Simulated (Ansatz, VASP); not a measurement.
Co in VASP and in Ansatz

```
Co
1.0
    -1.45274    1.45274    1.45274
     1.45274   -1.45274    1.45274
     1.45274    1.45274   -1.45274
Co
1
Direct
  0.00000 0.00000 0.00000
```

Alike in both runs: task single point; functional revPBE; k mesh 17 × 17 × 17; occupations fermi-dirac, width 0.05 eV; collinear spin.

```csv
,VASP,Ansatz
version,VASP 6.6.1,Ansatz 0.2.0
potentials or method,"VASP PAW PBE potentials, release 64 (Co)","plane waves (420 eV) with PAW, scalar-relativistic"
plane-wave cutoff (eV),520,420
valence electrons in the cell,9,17
```

Ansatz gave:

- pressure (GPa): -12.5
- net moment per atom (μB): 1.81
- size of the moment on the site where the two differ most (μB): 1.90

**Question.** What did VASP give for the same quantities?

**Answer.** Pressure (GPa): -12.8; net moment per atom (μB): 1.79; size of the moment on the site where the two differ most (μB): 1.83.

Site moments also hang on the region over which each program counts them. The functional is the same, so the differences come from potentials, cutoffs and numerics. The two sets of potentials don't hold the same shells in valence.

Caveats: the PAW data sets were made with another functional, which shifts forces and pressure a little (VASP).
